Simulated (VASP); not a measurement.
# Ti (P6_3/mmc) in VASP: notebook

Runs on Ti. Level: PBE. Tasks: relaxation of cell and atoms.

All numbers are computed with VASP 6.6.1; they aren't measurements. Logs are shortened: lines on timing, memory, paths and dates and some standing lists are left out, and cuts for length are marked.

## Step 1: Starting point

Symmetry: P6_3/mmc, No. 194, hexagonal system. Conventional cell: a = 2.950 Å, b = 2.950 Å, c = 4.680 Å, α = 90.00°, β = 90.00°, γ = 120.00°. Around Ti (site symmetry -6m2) lie 12 Ti at 2.89 to 2.95 Å.

## Step 2: Relaxation of cell and atoms, PBE

INCAR reads:

```
ALGO = Fast
EDIFF = 1E-7
EDIFFG = -0.002
ENCUT = 520
GGA = PE
IBRION = 2
ISIF = 3
ISMEAR = 0
LASPH = T
LCHARG = F
LREAL = F
LWAVE = F
NELM = 100
NSW = 80
PREC = Accurate
SIGMA = 0.1
```

KPOINTS reads:

```
k-points
0
Gamma
  18 18 10
```

POSCAR reads:

```
Ti
1.0
    2.9500000000      0.0000000000      0.0000000000
   -1.4750000000      2.5547749400      0.0000000000
    0.0000000000      0.0000000000      4.6800000000
Ti
2
Direct
    0.3333333300      0.6666666700      0.2500000000
    0.6666666700      0.3333333300      0.7500000000
```

Potentials or basis: VASP PAW PBE potentials, release 64 (Ti_sv).

Command:

```console
cat potpaw_PBE.64/Ti_sv/POTCAR > POTCAR
mpirun -np 1 vasp_std > vasp.out
```

OUTCAR:

```text
EDIFF = 1E-7
   EDIFFG = -0.002
   ENCUT = 520
   GGA = PE
   IBRION = 2
   ISIF = 3
   ISMEAR = 0
   LASPH = T
   LREAL = F
   NELM = 100
   NSW = 80
   PREC = Accurate

 ion  position               nearest neighbor table
   1  0.333  0.667  0.250-   2 2.89   2 2.89   2 2.89   2 2.89   2 2.89   2 2.89
   2  0.667  0.333  0.750-   1 2.89   1 2.89   1 2.89   1 2.89   1 2.89   1 2.89

  LATTYP: Found a hexagonal cell.
 ALAT       =     2.9500000000
 C/A-ratio  =     1.5864406780

  Lattice vectors:

 A1 = (   2.9500000000,   0.0000000000,   0.0000000000)
 A2 = (  -1.4750000000,   2.5547749400,   0.0000000000)
 A3 = (   0.0000000000,   0.0000000000,   4.6800000000)

Analysis of symmetry for initial positions (statically):
=====================================================================
 Subroutine PRICEL returns:
 Original cell was already a primitive cell.

 Routine SETGRP: Setting up the symmetry group for a
 hexagonal supercell.

 Subroutine GETGRP returns: Found 24 space group operations
 (whereof 12 operations were pure point group operations)
 out of a pool of 24 trial point group operations.

The static configuration has the point symmetry D_3d.
 The point group associated with its full space group is D_6h.

Analysis of symmetry for dynamics (positions and initial velocities):
=====================================================================
 Subroutine PRICEL returns:
 Original cell was already a primitive cell.

 Routine SETGRP: Setting up the symmetry group for a
 hexagonal supercell.

 Subroutine GETGRP returns: Found 24 space group operations
 (whereof 12 operations were pure point group operations)
 out of a pool of 24 trial point group operations.

The dynamic configuration has the point symmetry D_3d.
 The point group associated with its full space group is D_6h.

 Subroutine INISYM returns: Found 24 space group operations
 (whereof 12 operations are pure point group operations),
 and found     1 'primitive' translations

----------------------------------------------------------------------------------------

                                     Primitive cell

  volume of cell :      35.2712

  direct lattice vectors                    reciprocal lattice vectors
     2.950000000  0.000000000  0.000000000     0.338983051  0.195711956  0.000000000
    -1.475000000  2.554774940  0.000000000     0.000000000  0.391423911  0.000000000
     0.000000000  0.000000000  4.680000000     0.000000000  0.000000000  0.213675214

  length of vectors
     2.950000000  2.949999999  4.680000000     0.391423911  0.391423911  0.213675214

  position of ions in fractional coordinates (direct lattice)
     0.333333330  0.666666670  0.250000000
     0.666666670  0.333333330  0.750000000

  ion indices of the primitive-cell ions
   primitive index   ion index
                 1           1
                 2           2

----------------------------------------------------------------------------------------

 KPOINTS: k-points

Automatic generation of k-mesh.
 Grid dimensions read from file:
 generate k-points for:   18   18   10

 Generating k-lattice:

  Cartesian coordinates                     Fractional coordinates (reciprocal lattice)
     0.018832392  0.010872886  0.000000000     0.055555556  0.000000000  0.000000000
     0.000000000  0.021745773  0.000000000     0.000000000  0.055555556  0.000000000
     0.000000000  0.000000000  0.021367521     0.000000000  0.000000000  0.100000000

  Length of vectors
     0.021745773  0.021745773  0.021367521

  Shift w.r.t. Gamma in fractional coordinates (k-lattice)
     0.000000000  0.000000000  0.000000000

 Subroutine IBZKPT returns following result:
 ===========================================

 Found    222 irreducible k-points:

 Following reciprocal coordinates:
            Coordinates               Weight
  0.000000  0.000000  0.000000      1.000000
  0.055556 -0.000000  0.000000      6.000000
  0.111111 -0.000000  0.000000      6.000000
  0.166667  0.000000  0.000000      6.000000
  0.222222 -0.000000  0.000000      6.000000
  0.277778  0.000000  0.000000      6.000000
[... 16 lines left out ...]
  0.333333  0.111111  0.000000     12.000000
  0.388889  0.111111  0.000000     12.000000
 [... further k-points ...]
   k-points           NKPTS =    222   k-points in BZ     NKDIM =    222   number of bands    NBANDS=     16
   number of dos      NEDOS =    301   number of ions     NIONS =      2
   total plane-waves  NPLWV =  20736
   dimension x,y,z NGX =    24 NGY =   24 NGZ =   36
   dimension x,y,z NGXF=    48 NGYF=   48 NGZF=   72
   ions per type =               2
   NGX,Y,Z   is equivalent  to a cutoff of  13.53, 13.53, 12.79 a.u.
   NGXF,Y,Z  is equivalent  to a cutoff of  27.05, 27.05, 25.58 a.u.
 SYSTEM =  unknown system
   PREC   = accura    normal or accurate (medium, high low for compatibility)
   ISTART =      0    job   : 0-new  1-cont  2-samecut
   ICHARG =      2    charge: 1-file 2-atom 10-const
   ISPIN  =      1    spin polarized calculation?
   LNONCOLLINEAR =      F non collinear calculations
   LSORBIT =      F    spin-orbit coupling
   LASPH  =      T    aspherical Exc in radial PAW
   ENCUT  =  520.0 eV  38.22 Ry    6.18 a.u.   5.49  5.49  8.70*2*pi/ulx,y,z
   NELM   =    100;   NELMIN=  2; NELMDL= -5     # of ELM steps
   EDIFF  = 0.1E-06   stopping-criterion for ELM
   LREAL  =      F    real-space projection
   EDIFFG = -.2E-02   stopping-criterion for IOM
   NSW    =     80    number of steps for IOM
   IBRION =      2    ionic relax: 0-MD 1-quasi-New 2-CG
   NFREE  =      1    steps in history (QN), initial steepest desc. (CG)
   ISIF   =      3    stress and relaxation
   ISYM   =      2    0-nonsym 1-usesym 2-fastsym
   POTIM  = 0.5000    time-step for ionic-motion
   TEBEG  =    0.0;   TEEND  =   0.0 temperature during run
   PSTRESS=    0.0 pullay stress
   NELECT =      24.0000    total number of electrons
   NUPDOWN=      -1.0000    fix difference up-down
   EMIN   =  10.00;   EMAX   =-10.00  energy-range for DOS
   EFERMI =   0.00;   METHOD = LEGACY
   ISMEAR =     0;   SIGMA  =   0.10  broadening in eV -4-tet -1-fermi 0-gaus
   EFERMI_NEDOS =   21; number of points for ismear=-14 and -15
   IALGO  =     68    algorithm
   IMIX   =      4    mixing-type and parameters
     AMIX     =   0.40;   BMIX     =  1.00
     AMIX_MAG =   1.60;   BMIX_MAG =  1.00
  volume/ion in A,a.u.               =      17.64       119.01
  Fermi-wavevector in a.u.,A,eV,Ry     =   1.439920  2.721055 28.209912  2.073370
  Thomas-Fermi vector in A             =   2.558722
   LORBIT       =      0    0 simple, 1 ext, 2 COOP (PROOUT), +10 PAW based schemes
   GGA     = PE    functional components
   LHFCALC =     F    Hartree Fock is set to
   AEXX    =    0.0000 exact exchange contribution
   IVDW    =     0    specifies the selected vdW correction
   LEPSILON=     F    determine dielectric tensor
   LRPA    =     F    only Hartree local field effects (RPA)
 conjugate gradient relaxation of ions
 non-spin polarized calculation
 RMM-DIIS sequential band-by-band and
 Gauss-broadening in eV      SIGMA  =   0.10
  energy-cutoff  :      520.00
  volume of cell :       35.27
 maximum number of plane-waves:       976
 NGX is ok and might be reduce to    24
   NGX = 11   NGY = 11   NGZ = 17

--------------------------------------- Ionic step        1  -------------------------------------------

 number of electron      24.0000002 magnetization

 Free energy of the ion-electron system (eV)
  ---------------------------------------------------
  ext. energy  EPLUGINS =         0.00000000
  ---------------------------------------------------
  free energy    TOTEN  =       -15.67417433 eV

  energy without entropy =      -15.66454522  energy(sigma->0) =      -15.66935978

------------------------ aborting loop because EDIFF is reached ----------------------------------------

  FORCE on cell =-STRESS in cart. coord.  units (eV):
  Direction    XX          YY          ZZ          XY          YZ          ZX
  --------------------------------------------------------------------------------------
  -------------------------------------------------------------------------------------
  Total       -0.3639331     -0.3639331     -0.4433204      0.0000000      0.0000000      0.0000000
  in kB      -16.5314750    -16.5314750    -20.1376054      0.0000000      0.0000000      0.0000000
  external PRESSURE =     -17.7335184 kB  Pullay stress =       0.0000000 kB
[... 89 lines left out ...]
  FREE ENERGIE OF THE ION-ELECTRON SYSTEM (eV)
  ---------------------------------------------------
  free  energy   TOTEN  =       -15.6774848050 eV

  energy  without entropy=      -15.6680940517  energy(sigma->0) =      -15.67278943

[... ionic steps 4 to 18 ...]

--------------------------------------- Ionic step       19  -------------------------------------------

 number of electron      24.0000002 magnetization

------------------------ aborting loop because EDIFF is reached ----------------------------------------

  FORCE on cell =-STRESS in cart. coord.  units (eV):
  Direction    XX          YY          ZZ          XY          YZ          ZX
  --------------------------------------------------------------------------------------
  -------------------------------------------------------------------------------------
  Total       -0.0077811     -0.0077811     -0.0079386      0.0000000      0.0000000      0.0000000
  in kB       -0.3592060     -0.3592060     -0.3664760      0.0000000      0.0000000      0.0000000
  external PRESSURE =      -0.3616293 kB  Pullay stress =       0.0000000 kB
[... 57 lines left out ...]
  energy  without entropy=      -15.6681202206  energy(sigma->0) =      -15.67281281

--------------------------------------- Ionic step       21  -------------------------------------------

 number of electron      24.0000002 magnetization

 Free energy of the ion-electron system (eV)
  ---------------------------------------------------
  ext. energy  EPLUGINS =         0.00000000
  ---------------------------------------------------
  free energy    TOTEN  =       -15.67750644 eV

  energy without entropy =      -15.66811664  energy(sigma->0) =      -15.67281154

 E-fermi :   8.3585     XC(G=0): -11.5027

 val. band max:        8.3478190662   @ k =   0.1667   0.0000   0.1000
 cond. band min:       8.3744156284   @ k =   0.0556  -0.0000   0.5000
 fundamental gap:      0.0265965622
 Fermi energy:         8.3584643014

 k-point     1 :       0.0000    0.0000    0.0000
  band No.  band energies     occupation
      1     -48.5120      2.00000
      2     -48.3741      2.00000
      3     -25.1025      2.00000
      4     -24.4562      2.00000
      5     -24.4562      2.00000
      6     -24.3906      2.00000
[... 8 lines left out ...]
     15       9.6222      0.00000
     16       9.6222      0.00000
[... 420 lines left out ...]
  band No.  band energies     occupation
      1     -48.3944      2.00000
      2     -48.3492      2.00000
      3     -24.8988      2.00000
      4     -24.7964      2.00000
      5     -24.7805      2.00000
      6     -24.6221      2.00000
[... 8 lines left out ...]
     15       9.5192      0.00000
     16      11.4582      0.00000

 [... further k-points ...]

------------------------ aborting loop because EDIFF is reached ----------------------------------------

  FORCE on cell =-STRESS in cart. coord.  units (eV):
  Direction    XX          YY          ZZ          XY          YZ          ZX
  --------------------------------------------------------------------------------------
  -------------------------------------------------------------------------------------
  Total        0.0033096      0.0033096      0.0037569      0.0000000     -0.0000000      0.0000000
  in kB        0.1528197      0.1528197      0.1734733      0.0000000     -0.0000000      0.0000000
  external PRESSURE =       0.1597043 kB  Pullay stress =       0.0000000 kB
[... 17 lines left out ...]
  FREE ENERGIE OF THE ION-ELECTRON SYSTEM (eV)
  ---------------------------------------------------
  free  energy   TOTEN  =       -15.6775064397 eV

  energy  without entropy=      -15.6681166364  energy(sigma->0) =      -15.67281154

 reached required accuracy - stopping structural energy minimisation
```

It took 16 min on 1 thread of Intel Xeon 6975P-C (Granite Rapids), shared host; peak memory 0.28 GiB.

What came out:

| Quantity | Value |
| --- | --- |
| Free energy | -15.6775 eV |
| Relaxed volume | 17.35 Å³/atom |
| Relaxed cell | a = 2.937 Å, b = 2.937 Å, c = 4.646 Å, α = 90.00°, β = 90.00°, γ = 120.00° |
| Space group after relaxing (to 0.05 Å) | P6_3/mmc (No. 194) |
| Energy gained by relaxing | 1.7 meV/atom |
| Ionic steps | 21 |
| Pressure after relaxing | 0.0 GPa |
| Band gap on the k mesh | none (metal or under the smearing width) |

The path:
| step | energy change (eV) | largest force (eV/Å) | pressure (GPa) | volume (Å³) |
| --- | --- | --- | --- | --- |
| 1 | 0.0000 | 0.0000 | -1.77 | 35.27 |
| 2 | -0.0016 | 0.0000 | 1.33 | 34.28 |
| 3 | -0.0033 | 0.0000 | 0.03 | 34.69 |
| 4 | -0.0033 | 0.0000 | -0.01 | 34.70 |
| 5 | -0.0033 | 0.0000 | -0.03 | 34.71 |
| 6 | -0.0033 | 0.0000 | -0.04 | 34.71 |
| 7 | -0.0033 | 0.0000 | -0.04 | 34.71 |
| 8 | -0.0033 | 0.0000 | -0.06 | 34.68 |
| 9 | -0.0033 | 0.0000 | 0.23 | 34.62 |
| 10 | -0.0033 | 0.0000 | 0.11 | 34.67 |
| 11 | -0.0033 | 0.0000 | 0.06 | 34.68 |
| 12 | -0.0033 | 0.0000 | 0.06 | 34.68 |
| 13 | -0.0033 | 0.0000 | 0.04 | 34.68 |
| 14 | -0.0033 | 0.0000 | 0.05 | 34.71 |
| 15 | -0.0033 | 0.0000 | -0.23 | 34.77 |
| 16 | -0.0033 | 0.0000 | -0.09 | 34.72 |
| 17 | -0.0033 | 0.0000 | -0.06 | 34.71 |
| 18 | -0.0033 | 0.0000 | -0.06 | 34.71 |
| 19 | -0.0033 | 0.0000 | -0.04 | 34.71 |
| 20 | -0.0033 | 0.0000 | 0.02 | 34.69 |
| 21 | -0.0033 | 0.0000 | 0.02 | 34.70 |

Final structure:
```
CELL_PARAMETERS angstrom
2.93659 0.00000 0.00000
-1.46830 2.54316 0.00000
0.00000 0.00000 4.64608
ATOMIC_POSITIONS crystal
Ti 0.33333 0.66667 0.25000
Ti 0.66667 0.33333 0.75000
```

(Continued in part 2 of 2.)
